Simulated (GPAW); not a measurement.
# SnO: dielectric tensor with PBEsol

Crystal: SnO.

```
CELL_PARAMETERS angstrom
3.35500 0.00000 0.00000
0.00000 5.67410 0.00000
0.00000 0.00000 4.22197
ATOMIC_POSITIONS crystal
Sn 0.50000 0.76809 0.01314
Sn 0.00000 0.23191 0.51314
O 0.50000 0.10875 0.23686
O 0.00000 0.89125 0.73686
```

The cell comes from a database or a generator and needn't be the stable form of this composition.

```json
{
  "Program": "GPAW 26.7.0",
  "Task": "dielectric tensor",
  "Functional": "PBEsol",
  "Potentials or basis": "PAW data sets generated in the run's folder for this functional",
  "Cutoff": "600 eV",
  "Basis": "pw",
  "k mesh": "6 × 4 × 5",
  "Occupations": "fermi-dirac, width 0.001 eV",
  "Spin": "no spin polarisation",
  "Response ecut": "80 eV",
  "Maxiter": "150",
  "Response k mesh": "9 × 5 × 7",
  "Response bands": "60",
  "Kernels": "[\"RPA\", \"ALDA_X\", \"LR0.1\"]",
  "Coarser k mesh": "6 × 4 × 5"
}
```

```yaml
Band_gap_on_the_k_mesh: 1.58 eV, indirect (least direct gap 2.32 eV)
Electronic_dielectric_tensor_diagonal: 7.52, 6.44, 5.64
```

Electronic dielectric tensor:
```
7.52 0.00 0.00
0.00 6.44 0.00
0.00 0.00 5.64
```

Run time: 13 min on 1 thread of Arm Neoverse V1 (shared host), peak memory 1.8 GiB.

Caveat: the long-wavelength limit can be off by a per cent or two; spin-orbit coupling is left out, which moves the levels of the heavy elements; an odd mesh through Γ misses points on the zone boundary, where band edges often lie.
